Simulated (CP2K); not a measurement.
The system is BaTiO3.

```xyz
10
Lattice="4.0041 0.0000 0.0000 0.0000 5.6553 0.0000 -0.0207 0.0000 5.6699" Properties=species:S:1:pos:R:3 pbc="T T T"
Ba    0.0429    5.6277    5.5183
Ba    3.9302    2.8553    2.9866
Ti    2.0071    5.5962    2.8555
Ti    1.8740    2.8868    0.1382
O     2.1092    1.3099    4.1569
O     1.9420    4.2883    1.3605
O     1.9037    4.2830    4.1588
O     2.1476    1.4294    1.3586
O     3.9577    0.1636    2.7187
O     0.1846    2.6641    0.0210
```

Base run:

| Quantity | Value |
| --- | --- |
| Program | CP2K 2026.2 |
| Functional | PBE |
| Potentials or basis | POTENTIAL_UZH Ba GTH-PBE-q10, Ti GTH-PBE-q12, O GTH-PBE-q6; DZVP-MOLOPT-PBE-GTH basis |
| Density cutoff | 9524 eV |
| k mesh | 5 × 4 × 4 |
| Occupations | fermi-dirac, width 0.05 eV |
| Spin | no spin polarisation |

Its results: band gap on the k mesh 2.40 eV, direct; pressure 11.5 GPa; largest force 3.371 eV/Å.

After a change of settings the same cell gave: band gap on the k mesh 2.35 eV, direct; pressure 12.5 GPa; largest force 3.476 eV/Å. Which change was it?
A. potentials or basis from POTENTIAL_UZH Ba GTH-PBE-q10, Ti GTH-PBE-q12, O GTH-PBE-q6; DZVP-MOLOPT-PBE-GTH basis to POTENTIAL_UZH Ba GTH-PBE-q10, Ti GTH-PBE-q12, O GTH-PBE-q6; TZVP-MOLOPT-PBE-GTH basis; basis sets from Ba DZVP-MOLOPT-PBE-GTH-q10, Ti DZVP-MOLOPT-PBE-GTH-q12, O DZVP-MOLOPT-PBE-GTH-q6 to Ba TZVP-MOLOPT-PBE-GTH-q10, Ti TZVP-MOLOPT-PBE-GTH-q12, O TZVP-MOLOPT-PBE-GTH-q6
B. potentials or basis from POTENTIAL_UZH Ba GTH-PBE-q10, Ti GTH-PBE-q12, O GTH-PBE-q6; DZVP-MOLOPT-PBE-GTH basis to POTENTIAL_UZH Ba GTH-PBE-q10, Ti GTH-PBE-q12, O GTH-PBE-q6; TZV2P-MOLOPT-PBE-GTH basis; basis sets from Ba DZVP-MOLOPT-PBE-GTH-q10, Ti DZVP-MOLOPT-PBE-GTH-q12, O DZVP-MOLOPT-PBE-GTH-q6 to Ba TZV2P-MOLOPT-PBE-GTH-q10, Ti TZV2P-MOLOPT-PBE-GTH-q12, O TZV2P-MOLOPT-PBE-GTH-q6
C. potentials or basis from POTENTIAL_UZH Ba GTH-PBE-q10, Ti GTH-PBE-q12, O GTH-PBE-q6; DZVP-MOLOPT-PBE-GTH basis to POTENTIAL_UZH Ba GTH-PBE-q10, Ti GTH-PBE-q12, O GTH-PBE-q6; ccGRB-D basis; basis sets from Ba DZVP-MOLOPT-PBE-GTH-q10, Ti DZVP-MOLOPT-PBE-GTH-q12, O DZVP-MOLOPT-PBE-GTH-q6 to Ba ccGRB-D-q10, Ti ccGRB-D-q12, O ccGRB-D-q6

C.

Caveats: spin-orbit coupling is left out, which moves the levels of the heavy elements; an odd mesh through Γ misses points on the zone boundary, where band edges often lie; the basis of atomic orbitals isn't converged, which shifts pressures, moduli and gaps; forces of over 1 eV/Å show positions far from the minimum, so gaps and moduli don't describe the material at rest.
